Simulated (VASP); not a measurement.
# MoS2 (R3m) in VASP: single point with PBEsol

Aim: the single point of MoS2 with PBEsol.

Program: VASP 6.6.1. These are calculated values, not measurements. Logs are shortened: lines on timing, memory, paths and dates and some standing lists are left out, and cuts for length are marked.

**1. The structure**

Symmetry: R3m, No. 160, trigonal system. The conventional cell has a = 3.175 Å, b = 3.175 Å, c = 18.582 Å, α = 90.00°, β = 90.00°, γ = 120.00°. Mo (site symmetry 3m) is surrounded by 6 S at 2.40 Å. S (site symmetry 3m) is surrounded by 3 Mo at 2.40 Å. S (site symmetry 3m) has 3 Mo at 2.40 Å as nearest neighbours.

The cell was built by a generator and needn't be a form met in nature.

**2. Single point, PBEsol**

The input, INCAR:

```
  PREC = Accurate
  ENCUT = 520
  EDIFF = 1E-6
  ISMEAR = 0
  SIGMA = 0.01
  LREAL = F
  LASPH = T
  NELM = 100
  ALGO = Normal
  ISIF = 2
  LWAVE = F
  LCHARG = F
  GGA = PS
  NBANDS = 20
```

The input, KPOINTS:

```
Automatic mesh
0
Gamma
  6 6 6
```

The input, POSCAR:

```
MoS2
1.0
    1.5875907347      0.9165959380      6.1939395993
   -1.5875907347      0.9165959380      6.1939395993
    0.0000000000     -1.8331918760      6.1939395993
Mo S
1 2
Direct
   -0.0000146007     -0.0000146007     -0.0000146007
    0.4170015121      0.4170015121      0.4170015121
    0.2496797553      0.2496797553      0.2496797553
```

Potentials or basis: VASP PAW PBE potentials, release 64 (Mo_sv, S).

Launch:

```sh
$ cat potpaw_PBE.64/Mo_sv/POTCAR potpaw_PBE.64/S/POTCAR > POTCAR
$ mpirun -np 1 vasp_std > vasp.out
```

OUTCAR:

```text
PREC = Accurate
   ENCUT = 520
   EDIFF = 1E-6
   ISMEAR = 0
   LREAL = F
   LASPH = T
   NELM = 100
   ISIF = 2
   GGA = PS

 ion  position               nearest neighbor table
   1  1.000  1.000  1.000-   3 2.40   3 2.40   3 2.40   2 2.40   2 2.40   2 2.40
   2  0.417  0.417  0.417-   1 2.40   1 2.40   1 2.40
   3  0.250  0.250  0.250-   1 2.40   1 2.40   1 2.40

  LATTYP: Found a trigonal (rhomboedric) cell.
 ALAT       =     6.4595263150
 COS(alpha) =     0.8791891991

  Lattice vectors:

 A1 = (   1.5875907347,   0.9165959380,   6.1939395993)
 A2 = (  -1.5875907347,   0.9165959380,   6.1939395993)
 A3 = (   0.0000000000,  -1.8331918760,   6.1939395993)

Analysis of symmetry for initial positions (statically):
=====================================================================
 Subroutine PRICEL returns:
 Original cell was already a primitive cell.

 Routine SETGRP: Setting up the symmetry group for a
 trigonal (rhombohedral) supercell.

 Subroutine GETGRP returns: Found  6 space group operations
 (whereof  6 operations were pure point group operations)
 out of a pool of 12 trial point group operations.

The static configuration has the point symmetry C_3v.

Analysis of symmetry for dynamics (positions and initial velocities):
=====================================================================
 Subroutine PRICEL returns:
 Original cell was already a primitive cell.

 Routine SETGRP: Setting up the symmetry group for a
 trigonal (rhombohedral) supercell.

 Subroutine GETGRP returns: Found  6 space group operations
 (whereof  6 operations were pure point group operations)
 out of a pool of 12 trial point group operations.

The dynamic configuration has the point symmetry C_3v.

 Subroutine INISYM returns: Found  6 space group operations
 (whereof  6 operations are pure point group operations),
 and found     1 'primitive' translations

----------------------------------------------------------------------------------------

                                     Primitive cell

  volume of cell :      54.0798

  direct lattice vectors                    reciprocal lattice vectors
     1.587590735  0.916595938  6.193939599     0.314942629  0.181832212  0.053816045
    -1.587590735  0.916595938  6.193939599    -0.314942629  0.181832212  0.053816045
     0.000000000 -1.833191876  6.193939599     0.000000000 -0.363664423  0.053816045

  length of vectors
     6.459526315  6.459526315  6.459526315     0.367624781  0.367624781  0.367624781

  position of ions in fractional coordinates (direct lattice)
     0.999985399  0.999985399  0.999985399
     0.417001512  0.417001512  0.417001512
     0.249679755  0.249679755  0.249679755

  ion indices of the primitive-cell ions
   primitive index   ion index
                 1           1
                 2           2
                 3           3

----------------------------------------------------------------------------------------

 KPOINTS: Automatic mesh

Automatic generation of k-mesh.
 Grid dimensions read from file:
 generate k-points for:    6    6    6

 Generating k-lattice:

  Cartesian coordinates                     Fractional coordinates (reciprocal lattice)
     0.052490438  0.030305369  0.008969341     0.166666667  0.000000000  0.000000000
    -0.052490438  0.030305369  0.008969341     0.000000000  0.166666667  0.000000000
     0.000000000 -0.060610737  0.008969341     0.000000000  0.000000000  0.166666667

  Length of vectors
     0.061270797  0.061270797  0.061270797

  Shift w.r.t. Gamma in fractional coordinates (k-lattice)
     0.000000000  0.000000000  0.000000000

 Subroutine IBZKPT returns following result:
 ===========================================

 Found     32 irreducible k-points:

 Following reciprocal coordinates:
            Coordinates               Weight
  0.000000  0.000000  0.000000      1.000000
  0.166667  0.000000  0.000000      6.000000
  0.333333  0.000000  0.000000      6.000000
  0.500000  0.000000  0.000000      3.000000
  0.166667  0.166667  0.000000      6.000000
  0.333333  0.166667  0.000000     12.000000
[... 16 lines left out ...]
  0.500000  0.500000  0.166667      6.000000
 -0.333333  0.500000  0.166667     12.000000
 [... further k-points ...]
   k-points           NKPTS =     32   k-points in BZ     NKDIM =     32   number of bands    NBANDS=     20
   number of dos      NEDOS =    301   number of ions     NIONS =      3
   total plane-waves  NPLWV = 110592
   dimension x,y,z NGX =    48 NGY =   48 NGZ =   48
   dimension x,y,z NGXF=    96 NGYF=   96 NGZF=   96
   ions per type =               1   2
   NGX,Y,Z   is equivalent  to a cutoff of  12.35, 12.35, 12.35 a.u.
   NGXF,Y,Z  is equivalent  to a cutoff of  24.71, 24.71, 24.71 a.u.
 SYSTEM =  unknown system
   PREC   = accura    normal or accurate (medium, high low for compatibility)
   ISTART =      0    job   : 0-new  1-cont  2-samecut
   ICHARG =      2    charge: 1-file 2-atom 10-const
   ISPIN  =      1    spin polarized calculation?
   LNONCOLLINEAR =      F non collinear calculations
   LSORBIT =      F    spin-orbit coupling
   LASPH  =      T    aspherical Exc in radial PAW
   ENCUT  =  520.0 eV  38.22 Ry    6.18 a.u.  12.01 12.01 12.01*2*pi/ulx,y,z
   NELM   =    100;   NELMIN=  2; NELMDL= -5     # of ELM steps
   EDIFF  = 0.1E-05   stopping-criterion for ELM
   LREAL  =      F    real-space projection
   EDIFFG = 0.1E-04   stopping-criterion for IOM
   NSW    =      0    number of steps for IOM
   IBRION =     -1    ionic relax: 0-MD 1-quasi-New 2-CG
   NFREE  =      0    steps in history (QN), initial steepest desc. (CG)
   ISIF   =      2    stress and relaxation
   ISYM   =      2    0-nonsym 1-usesym 2-fastsym
   POTIM  = 0.5000    time-step for ionic-motion
   TEBEG  =    0.0;   TEEND  =   0.0 temperature during run
   PSTRESS=    0.0 pullay stress
   NELECT =      26.0000    total number of electrons
   NUPDOWN=      -1.0000    fix difference up-down
   EMIN   =  10.00;   EMAX   =-10.00  energy-range for DOS
   EFERMI =   0.00;   METHOD = LEGACY
   ISMEAR =     0;   SIGMA  =   0.01  broadening in eV -4-tet -1-fermi 0-gaus
   EFERMI_NEDOS =   21; number of points for ismear=-14 and -15
   IALGO  =     38    algorithm
   IMIX   =      4    mixing-type and parameters
     AMIX     =   0.40;   BMIX     =  1.00
     AMIX_MAG =   1.60;   BMIX_MAG =  1.00
  volume/ion in A,a.u.               =      18.03       121.65
  Fermi-wavevector in a.u.,A,eV,Ry     =   1.282491  2.423557 22.378639  1.644784
  Thomas-Fermi vector in A             =   2.414800
   LORBIT       =      0    0 simple, 1 ext, 2 COOP (PROOUT), +10 PAW based schemes
   GGA     = PS    functional components
   LHFCALC =     F    Hartree Fock is set to
   AEXX    =    0.0000 exact exchange contribution
   IVDW    =     0    specifies the selected vdW correction
   LEPSILON=     F    determine dielectric tensor
   LRPA    =     F    only Hartree local field effects (RPA)
 non-spin polarized calculation
 Gauss-broadening in eV      SIGMA  =   0.01
  energy-cutoff  :      520.00
  volume of cell :       54.08
 maximum number of plane-waves:      1469
   NGX = 23   NGY = 23   NGZ = 23

 number of electron      25.9999998 magnetization

 Free energy of the ion-electron system (eV)
  ---------------------------------------------------
  ext. energy  EPLUGINS =         0.00000000
  ---------------------------------------------------
  free energy    TOTEN  =       -23.43959057 eV

  energy without entropy =      -23.43959057  energy(sigma->0) =      -23.43959057

 E-fermi :   7.4419     XC(G=0): -10.9253

 val. band max:        7.3241515060   @ k =   0.5000   0.5000   0.5000
 cond. band min:       8.2530249117   @ k =  -0.1667   0.1667   0.0000
 fundamental gap:      0.9288734057
 Fermi energy:         7.4418912069

 k-point     1 :       0.0000    0.0000    0.0000
  band No.  band energies     occupation
      1     -54.1204      2.00000
      2     -28.3100      2.00000
      3     -28.0833      2.00000
      4     -28.0833      2.00000
      5      -7.6392      2.00000
      6      -5.9662      2.00000
[... 12 lines left out ...]
     19      15.3407      0.00000
     20      15.6778      0.00000

 k-point     2 :       0.1667    0.0000    0.0000
  band No.  band energies     occupation
      1     -54.1106      2.00000
      2     -28.2905      2.00000
      3     -28.1823      2.00000
      4     -28.1058      2.00000
      5      -7.2269      2.00000
      6      -5.8355      2.00000
[... 12 lines left out ...]
     19      15.8648      0.00000
     20      16.4003      0.00000

 k-point     3 :       0.3333    0.0000    0.0000
  band No.  band energies     occupation
      1     -54.0910      2.00000
      2     -28.3757      2.00000
      3     -28.2514      2.00000
      4     -28.1506      2.00000
      5      -6.2561      2.00000
      6      -5.5339      2.00000
[... 12 lines left out ...]
     19      14.6410      0.00000
     20      15.0657      0.00000

 k-point     4 :       0.5000    0.0000    0.0000
  band No.  band energies     occupation
      1     -54.0811      2.00000
      2     -28.4703      2.00000
      3     -28.2317      2.00000
      4     -28.1728      2.00000
      5      -5.6395      2.00000
      6      -5.3628      2.00000
[... 12 lines left out ...]
     19      14.0804      0.00000
     20      14.6301      0.00000

 k-point     5 :       0.1667    0.1667    0.0000
  band No.  band energies     occupation
      1     -54.1106      2.00000
      2     -28.2905      2.00000
      3     -28.1823      2.00000
      4     -28.1058      2.00000
      5      -7.2102      2.00000
      6      -5.8641      2.00000
[... 12 lines left out ...]
     19      15.9252      0.00000
     20      16.3062      0.00000
[... 353 lines left out ...]
      6      -5.4193      2.00000
[... 12 lines left out ...]
     19      15.6803      0.00000
     20      15.9208      0.00000

 k-point    22 :      -0.1667    0.3333    0.1667
  band No.  band energies     occupation
      1     -54.0811      2.00000
      2     -28.4221      2.00000
      3     -28.2317      2.00000
      4     -28.2231      2.00000
      5      -5.6585      2.00000
      6      -5.3519      2.00000
[... 12 lines left out ...]
     19      15.3499      0.00000
     20      15.9312      0.00000

 k-point    23 :       0.5000    0.5000    0.1667
  band No.  band energies     occupation
      1     -54.0910      2.00000
      2     -28.3757      2.00000
      3     -28.2514      2.00000
      4     -28.1506      2.00000
      5      -6.1078      2.00000
      6      -5.7196      2.00000
[... 12 lines left out ...]
     19      14.8950      0.00000
     20      15.8538      0.00000

 k-point    24 :      -0.3333    0.5000    0.1667
  band No.  band energies     occupation
      1     -54.0811      2.00000
      2     -28.4220      2.00000
      3     -28.2317      2.00000
      4     -28.2231      2.00000
      5      -5.5603      2.00000
      6      -5.4590      2.00000
[... 12 lines left out ...]
     19      15.3892      0.00000
     20      15.7897      0.00000

 [... further k-points ...]

------------------------ aborting loop because EDIFF is reached ----------------------------------------

  FORCE on cell =-STRESS in cart. coord.  units (eV):
  Direction    XX          YY          ZZ          XY          YZ          ZX
  --------------------------------------------------------------------------------------
  -------------------------------------------------------------------------------------
  Total       -1.0622103     -1.0622103     -0.4036576      0.0000000      0.0000000     -0.0000000
  in kB      -31.4692493    -31.4692493    -11.9588380      0.0000000      0.0000000     -0.0000000
  external PRESSURE =     -24.9657789 kB  Pullay stress =       0.0000000 kB

 VOLUME and BASIS-vectors are now :
 -----------------------------------------------------------------------------
  energy-cutoff  :      520.00
  volume of cell :       54.08
      direct lattice vectors                 reciprocal lattice vectors
     1.587590735  0.916595938  6.193939599     0.314942629  0.181832212  0.053816045
    -1.587590735  0.916595938  6.193939599    -0.314942629  0.181832212  0.053816045
     0.000000000 -1.833191876  6.193939599     0.000000000 -0.363664423  0.053816045

 POSITION                                       TOTAL-FORCE (eV/Angst)
 -----------------------------------------------------------------------------------
      0.00000      0.00000     18.58155         0.000000      0.000000      0.001908
      0.00000      0.00000      7.74865         0.000000     -0.000000     -0.142594
      0.00000      0.00000      4.63950         0.000000      0.000000      0.140686
 -----------------------------------------------------------------------------------
    total drift:                               -0.000000     -0.000000     -0.000046

  FREE ENERGIE OF THE ION-ELECTRON SYSTEM (eV)
  ---------------------------------------------------
  free  energy   TOTEN  =       -23.4395905666 eV

  energy  without entropy=      -23.4395905666  energy(sigma->0) =      -23.43959057
```

Wall time 64 s (1 thread of Intel Xeon 6975P-C (Granite Rapids), shared host); peak memory 0.31 GiB.

What came out:

```yaml
Free_energy: -23.4396 eV
Pressure: -2.5 GPa
Largest_force: 0.143 eV/Å
Band_gap_on_the_k_mesh: 0.93 eV, indirect (least direct gap 1.69 eV)
```

Forces in eV/Å, atoms in the order of the input:
```
Mo   0.000  0.000  0.002
S    0.000  0.000 -0.143
S    0.000  0.000  0.141
```

Stress tensor (GPa, compression positive):
```
-3.15  0.00  0.00
 0.00 -3.15  0.00
 0.00  0.00 -1.20
```

Caveat: the PAW data sets were made with another functional, which shifts forces and pressure a little. A k mesh can miss the band edges.
